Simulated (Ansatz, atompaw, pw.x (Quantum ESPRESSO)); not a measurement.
ruthenium (bcc): variants of one PAW (atompaw) potential in the solid

```
Element                 : ruthenium
Generator               : atompaw 4.2.0.5
Type                    : PAW
Functional              : PBE
Relativity              : scalar-relativistic
Frozen core             : [Ar] 3d10
Valence charge          : 16
Reference configuration : 4s2 4p6 4d7 5s0 5p1
Partial waves           : 4s (bound); 5s (bound, empty); 4p (bound); 5p (bound); 4d (bound); 4d channel at 3.65 Ry
Local potential         : bessel scheme, radius 1.45 bohr
Core correction         : smooth core density matched at 1.30 bohr
Augmentation charge     : besselshape compensation charge, radius 1.95 bohr; PAW radius 2.00 bohr; waves and projectors: bloechl
```

Crystal test: bcc Ru in pw.x 7.5, no spin, 15³ k-points, Fermi–Dirac smearing 0.01 Ry, cutoffs set for each file from its atomic test. The reference is all-electron LAPW (Ansatz 0.2.0) with the same functional, mesh and smearing; V0 and B0 come from Birch–Murnaghan fits to the pressures at five volumes. Errors are pseudo minus all-electron; Δ is the rms difference of the E(V) curves that follow from these fits, minima aligned, over ±6 % about the mean V0. Mesh and smearing are coarse, so the numbers serve the comparison and aren't converged zero-temperature values; the lattice is a test structure that the element need not adopt.

All-electron: a0 = 3.056 Å (V0 = 14.28 Å³/atom), B0 = 274.2 GPa.

1 further variants are left out: they gave no file fit for a test, a broken result, the same result as the base, or pressures whose basis-set error rivals the error shown.

```tsv
change	cutoffs (Ry)	pw.x	a0 (Å)	a0 error (%)	B0 error (%)	Δ (meV/atom)	mean pressure error (GPa)
base	60/600	converged	3.061	+0.16	+0.0	4.3	+1.44
augmentation besselshape compensation charge, radius 0.86 bohr; PAW radius 2.00 bohr; waves and projectors: bloechl	60/600	converged	3.062	+0.17	-0.1	4.4	+1.46
augmentation gaussian compensation charge, radius 1.95 bohr; PAW radius 2.00 bohr; waves and projectors: bloechl	60/600	converged	3.062	+0.20	-0.4	5.1	+1.70
all radii scaled by about 0.80 (s 1.36, p 1.60, d 1.00 bohr); local potential bessel scheme, radius 1.16 bohr; augmentation besselshape compensation charge, radius 1.56 bohr; PAW radius 1.60 bohr; waves and projectors: bloechl; core correction smooth core density matched at 1.04 bohr	75/750	converged	3.059	+0.08	+0.0	2.1	+0.71
```

**Question.** Give the row for: core correction smooth core density matched at 0.94 bohr.

**Answer.** pw.x: converged; mean pressure error (GPa): +1.42; a0 (Å): 3.061; a0 error (%): +0.16; B0 error (%): +0.0; Δ (meV/atom): 4.2.
